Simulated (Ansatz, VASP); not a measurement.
Two plane-wave programs on AlRu

Contents of INCAR:

```
ALGO     = Fast           # electronic algorithm
EDIFF    = 1E-6           # SCF threshold, eV
ENCUT    = 520            # plane-wave cutoff, eV
GGA      = PE             # functional
ISIF     = 2              # what is computed and relaxed
ISMEAR   = 0              # smearing method
LASPH    = T              # aspherical terms in the spheres
LCHARG   = F              # write CHGCAR
LREAL    = F              # projectors in reciprocal space
LWAVE    = F              # write WAVECAR
NBANDS   = 16             # bands
NELM     = 80             # most SCF steps
PREC     = Accurate       # precision mode
SIGMA    = 0.15           # smearing width, eV
```

The input KPOINTS:

```
k-points
0
Gamma
  16 16 16
```

The input POSCAR:

```
AlRu
1.0
    2.9168100000      0.0000000000      0.0000000000
    0.0000000000      2.9168100000      0.0000000000
    0.0000000000      0.0000000000      3.1411800000
Al Ru
1 1
Direct
    0.0000000000      0.0000000000      0.0000000000
    0.5000000000      0.5000000000      0.5000000000
```

Input for Ansatz:

```yaml
crystal:
  lattice:
    - [2.91681, 0.0, 0.0]
    - [0.0, 2.91681, 0.0]
    - [0.0, 0.0, 3.14118]
  atoms:
    - { symbol: Al, position: [0.0, 0.0, 0.0] }
    - { symbol: Ru, position: [0.5, 0.5, 0.5] }
basis:
  ecutwfc: 420
kpoints:
  mp_grid: { grid: [16, 16, 16] }
hamiltonian:
  xc: pbe
scf:
  occupations: { method: gaussian, width: 0.15 }
output:
  forces: true
  stress: true
  eigenvalues: true
```

Change from the starting cell: strain -0.025 along x and y, +0.050 along z, atoms carried along.

Alike in both runs: task single point; functional PBE; k mesh 16 × 16 × 16; occupations gaussian, width 0.15 eV; no spin polarisation.

|  | VASP | Ansatz |
| --- | --- | --- |
| version | VASP 6.6.1 | Ansatz 0.2.0 |
| potentials or method | VASP PAW PBE potentials, release 64 (Al, Ru_pv) | scalar-relativistic, plane waves, PAW |
| plane-wave cutoff (eV) | 520 | 420 |
| valence electrons in the cell | 17 | 19 |

VASP gave:

| Property | Result |
| --- | --- |
| gap on the k mesh at the Fermi level (eV) | none |
| pressure (GPa) | 3.5 |
| largest component of the traceless stress (GPa) | 8.03 |

Problem. Which values does Ansatz return?

Solution. gap on the k mesh at the Fermi level (eV): none; pressure (GPa): 3.6; largest component of the traceless stress (GPa): 8.01.

A gap of «none» marks a metal or a gap that the smearing closes. The two sets of potentials don't hold the same shells in valence.
